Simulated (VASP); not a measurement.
Runs of VASP 6.6.1 on ZnS (Wurtzite-6H). Symmetry: P6_3mc, No. 186, hexagonal system. Conventional cell: a = 3.812 Å, b = 3.812 Å, c = 18.690 Å, α = 90.00°, β = 90.00°, γ = 120.00°. Around Zn (site symmetry 3m) lie 4 S at 2.33 to 2.34 Å. Around Zn (site symmetry 3m) lie 4 S at 2.33 to 2.34 Å. Around Zn (site symmetry 3m) lie 4 S at 2.33 to 2.34 Å. S (site symmetry 3m) has 4 Zn at 2.33 to 2.34 Å as nearest neighbours. S (site symmetry 3m) is surrounded by 4 Zn at 2.33 to 2.34 Å. S (site symmetry 3m) is surrounded by 4 Zn at 2.33 to 2.34 Å. 

```tsv
level	gap on the mesh (eV)	pressure (GPa)	relaxed volume (Å³/atom)	largest force (eV/Å)
PBE+D4	(c)	0.0	19.49	0.01
PBE+TS	(b)	0.0	19.95	-
PBE+D3(BJ)	2.20	0.0	19.47	0.02
PBE	2.03	0.0	(a)	0.01
PBE+D3	2.18	0.0	19.52	-
```

Alike in all rows: task relaxation of cell and atoms; potentials or basis VASP PAW PBE potentials, release 64 (Zn, S); no spin polarisation; cell relaxed; k mesh 8 × 8 × 2; cutoff (eV) 600; smearing fermi-dirac 0.05 eV.

Question: Estimate the missing entries.

Answer: (a) 20.21; (b) 2.08; (c) 2.19.

A k mesh can miss the band edges.
